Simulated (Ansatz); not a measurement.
# CdSe

Method: PBEsol, scalar-relativistic; no spin polarisation; PAW, 420 eV, Γ-centred 10×10×6 mesh; code Ansatz. The datasets are Ansatz's generated set soft_2.

```
CELL_PARAMETERS angstrom
4.30255 0.00000 0.00000
-2.15128 3.72612 0.00000
0.00000 0.00000 7.02260
ATOMIC_POSITIONS crystal
Cd 0.66667 0.33333 0.99965
Cd 0.33333 0.66667 0.49965
Se 0.66667 0.33333 0.37535
Se 0.33333 0.66667 0.87535
```

The chain of runs began from a cell as deposited in COD, expanded in volume. Of that entry: the entry's cell lengths or inner coordinates differ somewhat from later room-temperature determinations.

Q: What is the static dielectric tensor, the lattice's part included?

A: 
```
10.94  0.00  0.00
 0.00 10.94  0.00
 0.00  0.00 11.52
```

Q: Give the Born effective charges (a third of the trace, site by site).

A: Cd 2.19; Se -2.19 e.

Q: List the optical modes at the zone centre without the LO–TO term, with degeneracy and infrared intensity.

A: 
```tsv
ω (cm⁻¹)	degeneracy	IR intensity ((D/Å)²/u)
33	2	0.00
121	1	0.00
164	1	5.13
169	2	9.24
172	2	0.00
184	1	0.00
```

Q: Where do the optical modes lie for q → 0 along (0.00, 1.00, 0.00), with the long-range field?

A: 33 (×2), 121, 164, 169, 172 (×2), 184, 199 cm⁻¹.

The principal values of ε∞, 7.87, 7.92, give refractive indices of 2.80, 2.81 below the gap, so the crystal is birefringent.

The mean Born charge of Cd is 2.19 against a formal +2. It exceeds the formal charge because moving the ion changes its mixing with the anions' p states, and electrons flow along the bond.

Semilocal functionals make the gap too small and so ε∞ somewhat too large. The program warned that the mesh may be too coarse for the response to a field.

The lattice response, rather than the electronic one, accounts for most of the dielectric anisotropy. The principal values of ε∞ nearly coincide, as expected for wurtzite with almost regular tetrahedral bonding, whereas the static tensor is visibly larger along the c axis. The polar mode along c, at 164 cm⁻¹, is both softer and stronger per component than the in-plane pair at 169 cm⁻¹, and both factors raise the ionic contribution.

For q in the basal plane, the macroscopic field lifts one member of that pair to 199 cm⁻¹ and leaves the mode polarised along c unshifted. This is the behaviour of a partly ionic semiconductor in which the long-range field outweighs the crystal anisotropy. The pair at 33 cm⁻¹ is low because it mainly shears neighbouring layers and bends bonds, while the upper modes stretch them. Its zero infrared intensity follows from symmetry, not from weak ionicity, and it remains Raman-active. The longitudinal frequency for q along c isn't given, so the angular dispersion of the polar modes remains open.
